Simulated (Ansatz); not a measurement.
## SiO₂: checking dH/dP = V

Level of theory: DFT r2SCAN, scalar-relativistic, plane waves, PAW in Ansatz 0.2.0. Settings: 500 eV cutoff, 6×6×4 k-mesh, Gaussian smearing of 0.02 eV, no spin polarisation.

Reference structure (relaxed):

```
Si O
1.0
     5.03608    0.00000    0.00000
    -2.51804    4.36137    0.00000
     0.00000    0.00000    8.56508
Si O
4 8
Direct
  0.66667 0.33333 0.93705
  0.66667 0.33333 0.56295
  0.33333 0.66667 0.06295
  0.33333 0.66667 0.43705
  0.00000 0.41331 0.00000
  0.41331 0.41331 0.50000
  0.58669 0.00000 0.50000
  0.58669 0.58669 0.00000
  0.00000 0.58669 0.50000
  0.66667 0.33333 0.75000
  0.33333 0.66667 0.25000
  0.41331 0.00000 0.00000
```

Cell and atoms were relaxed at each target pressure within the start's symmetry (P6_322), at zero temperature; other phases can be more stable under pressure. H = E + PV with P the target; E is the free energy at the smearing used, whose derivative the pressure is, per atom and counted from zero pressure.

```csv
P (GPa),V (Å³/atom),E − E0 (meV),H − H0 (meV)
0,15.677,0.0,0.0
3,14.546,9.8,282.2
8,13.477,45.0,717.9
15,12.604,106.1,1286.1
30,11.506,255.4,2409.9
```

Task: Thermodynamics gives dH/dP = V along a relaxed path. Integrate V over P by the trapezoid rule and compare with the computed enthalpies.

Result: With 1 eV/Å³ = 160.22 GPa, each step adds the mean volume times ΔP / 160.22:
| P (GPa) | ∫V dP (meV) | H − H0 (meV) | difference (meV) |
| --- | --- | --- | --- |
| 3 | 283.0 | 282.2 | 0.8 |
| 8 | 720.2 | 717.9 | 2.3 |
| 15 | 1290.0 | 1286.1 | 3.9 |
| 30 | 2418.6 | 2409.9 | 8.7 |

V(P) curves upward, so the trapezoid rule runs high; integrating a smooth curve through the same points (P as a polynomial of degree 4 in ln V) puts that excess at about 8.9 meV at 30 GPa, against the 8.7 meV found.

Task: At 30 GPa, how much of the enthalpy change is stored energy and how much is the PV term?

Result: E rises by 255 meV/atom and PV is 30 × 11.506 / 160.22 = 2154 meV/atom, so PV makes 89 % of ΔH. So between rival structures at high pressure a small difference in volume can outweigh the difference in energy: 1 % of this volume is worth 21.5 meV/atom at this pressure.

Task: What bulk modulus do the lowest pressures give, and how is the compression shared among the axes?

Result: From the pressures that the runs reached, -3.05 GPa (17.231 Å³) and 3.02 GPa (14.546 Å³), B = −ΔP/Δln V = 6.07 / 0.1694 = 36 GPa, a mean over that range. The linear compressibilities −Δln(length)/ΔP are 13.41 along a, 13.41 along b, 1.05 along c (in TPa⁻¹). With fixed angles they add up to 1/B: 27.88 against 27.88. Softest: a and b, at 48 % of the volume change per axis.

Task: The gap is 6.003 eV at -3.05 GPa and 6.272 eV at 3.02 GPa. What pressure coefficient and volume deformation potential follow?

Result: dE_g/dP = 44.3 meV/GPa, and a_V = dE_g/d ln V = −B dE_g/dP = -1.59 eV. The band edges lie at other k points in the two runs, so this is a mean over different edges. Gaps are generalised Kohn–Sham gaps over the whole zone.

This form isn't the usual stable structure of the compound.